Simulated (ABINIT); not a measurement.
A run of ABINIT 10.8.3 (patched build) is set up as follows.

File run.abi:

```
# Pseudopotentials
pp_dirpath "./"
pseudos "In.upf, Se.upf"

# Structure
acell 16.5355823142 16.5355823142 16.5355823142
rprim
     0.2285648112     0.1319619553     0.9645435031
    -0.2285648112     0.1319619553     0.9645435031
     0.0000000000    -0.2639239105     0.9645435031
ntypat 2
znucl 49 34
natom 4
typat 1 1 2 2
xred
     0.8886000000     0.8886000000     0.8886000000
     0.0000000000     0.0000000000     0.0000000000
     0.1719000000     0.1719000000     0.1719000000
     0.3835000000     0.3835000000     0.3835000000

# Plane-wave basis
ecut 40.0

# k points
kptopt 1
ngkpt 6 6 6
nshiftk 1
shiftk 0.0 0.0 0.0

# Exchange and correlation
ixc 7

# Bands and occupations
nband 35
occopt 3
tsmear 0.05 eV

# SCF cycle
nstep 100
tolvrs 1.0e-10

# Output
iomode 3
prtwf 0
prteig 0
prtebands 0
enunit 2
prtden 1
prtvha 1
prtvclmb 1
prtpot 1
prtelf 1
```

Potentials or basis: PseudoDojo NC SR LDA v0.4.1 standard.

Command:

```sh
$ mpirun --bind-to none -np 4 abinit run.abi > log 2>&1
```

(1) Predict the pressure.

(2) What does it give for the band gap on the k mesh?

(3) What does it give for the largest force?

## Answers

(1) -1.6 GPa.

(2) 0.21 eV, direct.

(3) 0.236 eV/Å.

Caveat: spin-orbit coupling is left out, which moves the levels of the heavy elements.

**Experimental background.**

From “The Interaction of Hydrogen with the van der Waals Crystal γ-InSe”, 2020, pmc:7321205, for a bulk crystal of InSe at 300 K: band gap 1.25 eV.

Measured gap of InSe: 1.25 eV (300 K; “The Interaction of Hydrogen with the van der Waals Crystal γ-InSe”, 2020, pmc:7321205). This calculation gives 0.21 eV (-1.04 eV). So large a miss can be the level of theory's own, or it may mean another phase, state or a wrong row. Spin-orbit coupling on In, Se is left out. The value is that of LDA on a finite k mesh, which can miss the band edges, without temperature or zero-point motion. Semilocal functionals fall short of measured gaps as a rule.
